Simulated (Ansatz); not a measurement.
Al2Pt under changes of volume

One of the cells (17.202 Å³/atom); the others are scaled copies at fixed shape and fractional positions:

```xyz
3
Lattice="0.0000 2.9550 2.9550 2.9550 0.0000 2.9550 2.9550 2.9550 0.0000" Properties=species:S:1:pos:R:3 pbc="T T T"
Pt    0.0000    0.0000    0.0000
Al    4.4325    4.4325    4.4325
Al    1.4775    1.4775    1.4775
```

* Program: Ansatz 0.2.0
* Functional: PBEsol
* Potentials or basis: Ansatz PAW
* Cutoff: 420 eV (not typed: the program's choice for these potentials)
* k mesh: 8 × 8 × 8
* Occupations: fermi-dirac, width 0.05 eV
* Spin: no spin polarisation

```tsv
volume (Å³/atom)	energy over the lowest point (meV/atom)	pressure (GPa)
16.170	22.98	8.6
16.514	8.37	5.1
16.858	0.95	1.9
17.202	0.00	-0.9
17.546	?	?
17.890	14.82	-5.8
18.234	29.46	-7.8
```

What does the run at 17.546 Å³/atom give?

Energy over the lowest point 4.81 meV/atom; pressure -3.5 GPa.

Worked out: A Birch-Murnaghan fit of order 3 (a polynomial in V^(-2/3)) to the other rows has its minimum at 17.08 Å³/atom with B0 = V·E''(V) = 139 GPa and B' = 4.5. It gives 4.82 meV/atom at 17.546 Å³/atom, against the run's 4.81, and -dE/dV = -3.5 GPa, against -3.5.

Energies are extrapolated to zero smearing.

Caveats: the PAW data sets come from PBE, with cores solved anew for the run's functional, which leaves a small shift of forces and pressure.
